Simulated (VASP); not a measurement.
# VASP 6.6.1, PBE single-point calculation, Si (strained diamond)

INCAR

```
LASPH = .TRUE.
ISMEAR = -1
GGA = PE
LWAVE = .FALSE.
SIGMA = 0.02
ISIF = 2
EDIFF = 1E-7
NSW = 0
LCHARG = .TRUE.
LELF = .TRUE.
NELM = 120
IBRION = -1
NBANDS = 11
PREC = Accurate
LREAL = .FALSE.
ENCUT = 520
```

KPOINTS

```
KPOINTS created by Atomic Simulation Environment
0
Gamma
8 8 8
0 0 0
```

KPOINTS_OPT

```
special points
7
Reciprocal
0.0000000000 0.0000000000 0.0000000000 1
0.5000000000 0.0000000000 0.5000000000 1
0.6250000000 0.2500000000 0.6250000000 1
0.3750000000 0.3750000000 0.7500000000 1
0.5000000000 0.5000000000 0.5000000000 1
0.5000000000 0.2500000000 0.7500000000 1
0.0000000000 0.4114580000 0.4114580000 1
```

POSCAR

```
Si
 1.0000000000000000
     0.0000000000000000    2.8310036514000001    2.8310036514000001
     2.8310036514000001    0.0000000000000000    2.8310036514000001
     2.8310036514000001    2.8310036514000001    0.0000000000000000
 Si
   2
Cartesian
  0.0000000000000000  0.0000000000000000  0.0000000000000000
  1.4155018257000000  1.4155018257000000  1.4155018257000000
```

VASP ran with the recommended PBE PAW datasets (8 valence electrons in the cell).

Command

```
mpirun -np 1 vasp_std
```

From OUTCAR

```
k-points           NKPTS =     29   k-points in BZ     NKDIM =     29   number of bands    NBANDS=     11

   NELECT =       8.0000    total number of electrons

   dimension x,y,z NGX =    30 NGY =   30 NGZ =   30
   dimension x,y,z NGXF=    60 NGYF=   60 NGZF=   60

  energy-cutoff  :      520.00
  volume of cell :       45.38
      direct lattice vectors                 reciprocal lattice vectors
     0.000000000  2.831003651  2.831003651    -0.176615809  0.176615809  0.176615809
     2.831003651  0.000000000  2.831003651     0.176615809 -0.176615809  0.176615809
     2.831003651  2.831003651  0.000000000     0.176615809  0.176615809 -0.176615809

 k-points in reciprocal lattice and weights: KPOINTS created by Atomic Simulation Env
   0.00000000  0.00000000  0.00000000       0.002
   0.12500000  0.00000000  0.00000000       0.016
   0.25000000  0.00000000  0.00000000       0.016
   0.37500000  0.00000000  0.00000000       0.016
   0.50000000  0.00000000  0.00000000       0.008
   0.12500000  0.12500000  0.00000000       0.012
   0.25000000  0.12500000  0.00000000       0.047
   0.37500000  0.12500000  0.00000000       0.047
   ...

 E-fermi :   5.0261

 k-point     1 :       0.0000    0.0000    0.0000
  band No.  band energies     occupation
      1      -6.5118      2.00000
      2       4.6316      2.00000
      3       4.6316      2.00000
      4       4.6316      2.00000
      5       6.6257      0.00000
      6       7.1360      0.00000
      7       7.1360      0.00000
      8       7.1360      0.00000
      9      12.1181      0.00000
     10      12.2769      0.00000
     11      12.2769      0.00000

 k-point     2 :       0.1250    0.0000    0.0000
  band No.  band energies     occupation
      1      -6.3290      2.00000
      2       3.0405      2.00000
      3       4.3777      2.00000
      4       4.3777      2.00000
      5       6.6815      0.00000
      6       7.5111      0.00000
      7       7.5111      0.00000
      8       8.4036      0.00000
      9      11.8447      0.00000
     10      11.8447      0.00000
     11      12.8390      0.00000

 k-point     3 :       0.2500    0.0000    0.0000
  band No.  band energies     occupation
      1      -5.7981      2.00000
      2       0.9012      2.00000
      3       3.9515      2.00000
      4       3.9515      2.00000
      5       6.2167      0.00000
      6       8.0239      0.00000
      7       8.0239      0.00000
      8      10.5738      0.00000
      9      11.7710      0.00000
     10      11.7710      0.00000
     11      13.2528      0.00000

 k-point     4 :       0.3750    0.0000    0.0000
  band No.  band energies     occupation
      1      -5.0146      2.00000
      2      -0.9120      2.00000
      3       3.6485      2.00000
      4       3.6485      2.00000
      5       5.8621      0.00000
      6       8.0690      0.00000
      7       8.0690      0.00000
      8      12.1593      0.00000
      9      12.9581      0.00000
     10      12.9581      0.00000
     11      13.3692      0.00000

 k-point     5 :       0.5000    0.0000    0.0000
  band No.  band energies     occupation
      1      -4.4797      2.00000
      2      -1.7974      2.00000
      3       3.5437      2.00000
      4       3.5437      2.00000
      5       5.7367      0.00000
      6       8.0017      0.00000
      7       8.0017      0.00000
      8      12.1754      0.00000
      9      14.8586      0.00000
     10      14.8586      0.00000
     11      15.0057      0.00000

 k-point     6 :       0.1250    0.1250    0.0000
  band No.  band energies     occupation
      1      -6.2672      2.00000
      2       3.1539      2.00000
      3       3.9342      2.00000
      4       3.9342      2.00000
      5       6.6458      0.00000
      6       7.9402      0.00000
      7       8.1351      0.00000
      8       8.1351      0.00000
      9      11.0635      0.00000
     10      12.5544      0.00000
     11      13.1056      0.00000

 k-point     7 :       0.2500    0.1250    0.0000
  band No.  band energies     occupation
      1      -5.8484      2.00000
      2       1.4710      2.00000
      3       3.4747      2.00000
      4       3.4860      2.00000
      5       6.7360      0.00000
      6       7.8014      0.00000
      7       8.8472      0.00000
      8       9.2449      0.00000
      9      11.4084      0.00000
     10      12.6911      0.00000
     11      14.0953      0.00000

 k-point     8 :       0.3750    0.1250    0.0000
  band No.  band energies     occupation
      1      -5.1279      2.00000
      2      -0.3635      2.00000
      3       2.9385      2.00000
      4       3.2245      2.00000
      5       6.7039      0.00000
      6       7.9856      0.00000
      7       8.9415      0.00000
      8       9.9244      0.00000
      9      13.3675      0.00000
     10      13.6489      0.00000
     11      13.8378      0.00000

 k-point     9 :       0.5000    0.1250    0.0000
  band No.  band energies     occupation
      1      -4.3926      2.00000
      2      -1.6388      2.00000
      3       2.5405      2.00000
      4       3.2352      2.00000
      5       6.5784      0.00000
      6       8.0138      0.00000
      7       8.6680      0.00000
      8      11.6010      0.00000
      9      13.2899      0.00000
     10      14.7099      0.00000
     11      15.3697      0.00000

 k-point    10 :      -0.3750    0.1250    0.0000
  band No.  band energies     occupation
      1      -4.5970      2.00000
      2      -1.3210      2.00000
      3       2.3953      2.00000
      4       3.4917      2.00000
      5       6.6586      0.00000
      6       8.1722      0.00000
      7       8.4475      0.00000
      8      11.9831      0.00000
      9      12.5062      0.00000
     10      13.3824      0.00000
     11      15.1696      0.00000

 k-point    11 :      -0.2500    0.1250    0.0000
  band No.  band energies     occupation
      1      -5.3979      2.00000
      2       0.2205      2.00000
      3       2.5659      2.00000
      4       3.9260      2.00000
      5       6.9351      0.00000
      6       8.1915      0.00000
      7       8.3531      0.00000
      8      10.3894      0.00000
      9      11.1162      0.00000
     10      13.7944      0.00000
     11      14.1478      0.00000

 k-point    12 :      -0.1250    0.1250    0.0000
  band No.  band energies     occupation
      1      -6.0284      2.00000
      2       1.9635      2.00000
      3       3.2185      2.00000
      4       4.3554      2.00000
      5       7.1682      0.00000
      6       7.6477      0.00000
      7       7.8155      0.00000
      8       9.4768      0.00000
      9      11.0403      0.00000
     10      12.3406      0.00000
     11      13.7680      0.00000

 k-point    13 :       0.2500    0.2500    0.0000
  band No.  band energies     occupation
      1      -5.5427      2.00000
      2       1.0765      2.00000
      3       2.9676      2.00000
      4       2.9676      2.00000
      5       5.8671      0.00000
      6       7.6971      0.00000
      7       9.9827      0.00000
      8       9.9827      0.00000
      9      11.6435      0.00000
     10      13.3853      0.00000
     11      15.2735      0.00000

 k-point    14 :       0.3750    0.2500    0.0000
  band No.  band energies     occupation
      1      -4.9108      2.00000
      2      -0.1942      2.00000
      3       2.2714      2.00000
      4       2.6782      2.00000
      5       6.0771      0.00000
      6       7.5212      0.00000
      7      10.1132      0.00000
      8      10.5184      0.00000
      9      13.6132      0.00000
     10      14.2823      0.00000
     11      15.5818      0.00000

 k-point    15 :       0.5000    0.2500    0.0000
  band No.  band energies     occupation
      1      -4.1048      2.00000
      2      -1.4468      2.00000
      3       1.4981      2.00000
      4       2.6746      2.00000
      5       6.2452      0.00000
      6       8.9313      0.00000
      7       9.8288      0.00000
      8      10.2800      0.00000
      9      14.0816      0.00000
     10      14.7064      0.00000
     11      16.1150      0.00000

 k-point    16 :      -0.3750    0.2500    0.0000
  band No.  band energies     occupation
      1      -3.9392      2.00000
      2      -1.6591      2.00000
      3       1.1028      2.00000
      4       2.9527      2.00000
      5       6.5039      0.00000
      6       9.6853      0.00000
      7       9.8642      0.00000
      8      11.1652      0.00000
      9      11.9186      0.00000
     10      12.4174      0.00000
     11      16.6214      0.00000

 ...

  Total       -2.0896381     -2.0896381     -2.0896381     -0.0000000      0.0000000      0.0000000
  in kB      -73.7785955    -73.7785955    -73.7785955     -0.0000000      0.0000000      0.0000000
  external PRESSURE =     -73.7785955 kB  Pullay stress =       0.0000000 kB

 POSITION                                       TOTAL-FORCE (eV/Angst)
 -----------------------------------------------------------------------------------
      0.00000      0.00000      0.00000        -0.000000     -0.000000     -0.000000
      1.41550      1.41550      1.41550         0.000000      0.000000      0.000000
 -----------------------------------------------------------------------------------
    total drift:                               -0.000000     -0.000000     -0.000000

  FREE ENERGIE OF THE ION-ELECTRON SYSTEM (eV)
  ---------------------------------------------------
  free  energy   TOTEN  =       -10.7326575122 eV

  energy  without entropy=      -10.7326575122  energy(sigma->0) =      -10.73265751
```

```json
{
 "gap between bands v and c": "0.77 eV",
 "least direct gap": "1.99 eV",
 "pressure": "-7.4 GPa"
}
```

Band v is the last that the valence electrons fill when counted band by band, and c is the next.

The run took about 19 s on one core of a shared host (Intel Xeon Platinum 8488C) and held 0.17 GiB at most.
